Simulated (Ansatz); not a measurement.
Pressure against volume: BaTiO3

```
Ba Ti O
1.0
     3.99980    0.00000    0.00000
     0.00000    3.99980    0.00000
     0.00000    0.00000    4.01800
Ba Ti O
1 1 3
Direct
  0.00000 0.00000 0.00000
  0.50000 0.50000 0.48200
  0.50000 0.50000 0.01600
  0.50000 0.00000 0.51500
  0.00000 0.50000 0.51500
```

The cell is COD entry 2100858, as deposited and not checked against the literature; nothing was relaxed.

Spin–orbit coupling is left out, though it moves levels of the heavy atoms by tenths of an eV or more.

All numbers are computed: DFT, PBE, all-electron LAPW, scalar-relativistic (Ansatz 0.2.0); DFT, PBE, PAW with Ansatz's default frozen-core files, scalar-relativistic (Ansatz 0.2.0).

For LAPW: a Γ-centred 7×7×7 k mesh, Fermi–Dirac smearing of 0.08 eV, basis error target 1 meV/atom, no spin polarisation. PAW takes a cutoff of 420 eV at this cell. The Ansatz runs share mesh, smearing and spin set-up. Plane-wave (PAW) pressures include the program's estimate of the Pulay term.

The cell above is scaled evenly, with fractional coordinates and shape held.

(1) Estimate the equilibrium volume and bulk modulus that full-potential LAPW gives for this fixed shape.

## Answers

(1) V0 = 13.06 Å³/atom, B0 = 161 GPa, B0′ = 4.5, from a third-order Birch–Murnaghan fit to these pressures:
```json
{"V/V(cell)": "0.9400", "V (Å³/atom)": "12.085", "P, LAPW (GPa)": "14.89", "P, PAW (GPa)": "14.90", "gap on the k mesh, LAPW (eV)": "2.07", "free energy over the lowest listed, PAW (meV/atom)": "42.3"}
{"V/V(cell)": "0.9600", "V (Å³/atom)": "12.342", "P, LAPW (GPa)": "10.36", "P, PAW (GPa)": "10.37", "gap on the k mesh, LAPW (eV)": "2.02", "free energy over the lowest listed, PAW (meV/atom)": "22.1"}
{"V/V(cell)": "0.9800", "V (Å³/atom)": "12.599", "P, LAPW (GPa)": "6.31", "P, PAW (GPa)": "6.31", "gap on the k mesh, LAPW (eV)": "1.98", "free energy over the lowest listed, PAW (meV/atom)": "8.8"}
{"V/V(cell)": "0.9900", "V (Å³/atom)": "12.728", "P, LAPW (GPa)": "4.44", "P, PAW (GPa)": "4.43", "gap on the k mesh, LAPW (eV)": "1.95", "free energy over the lowest listed, PAW (meV/atom)": "4.4"}
{"V/V(cell)": "1.0000", "V (Å³/atom)": "12.856", "P, LAPW (GPa)": "2.66", "P, PAW (GPa)": "2.66", "gap on the k mesh, LAPW (eV)": "1.93", "free energy over the lowest listed, PAW (meV/atom)": "1.6"}
{"V/V(cell)": "1.0100", "V (Å³/atom)": "12.985", "P, LAPW (GPa)": "0.99", "P, PAW (GPa)": "0.98", "gap on the k mesh, LAPW (eV)": "1.91", "free energy over the lowest listed, PAW (meV/atom)": "0.2"}
{"V/V(cell)": "1.0200", "V (Å³/atom)": "13.113", "P, LAPW (GPa)": "-0.60", "P, PAW (GPa)": "-0.61", "gap on the k mesh, LAPW (eV)": "1.89", "free energy over the lowest listed, PAW (meV/atom)": "0.0"}
{"V/V(cell)": "1.0400", "V (Å³/atom)": "13.371", "P, LAPW (GPa)": "-3.54", "P, PAW (GPa)": "-3.55", "gap on the k mesh, LAPW (eV)": "1.84", "free energy over the lowest listed, PAW (meV/atom)": "3.4"}
{"V/V(cell)": "1.0600", "V (Å³/atom)": "13.628", "P, LAPW (GPa)": "-6.17", "P, PAW (GPa)": "-6.19", "gap on the k mesh, LAPW (eV)": "1.80", "free energy over the lowest listed, PAW (meV/atom)": "11.2"}
```
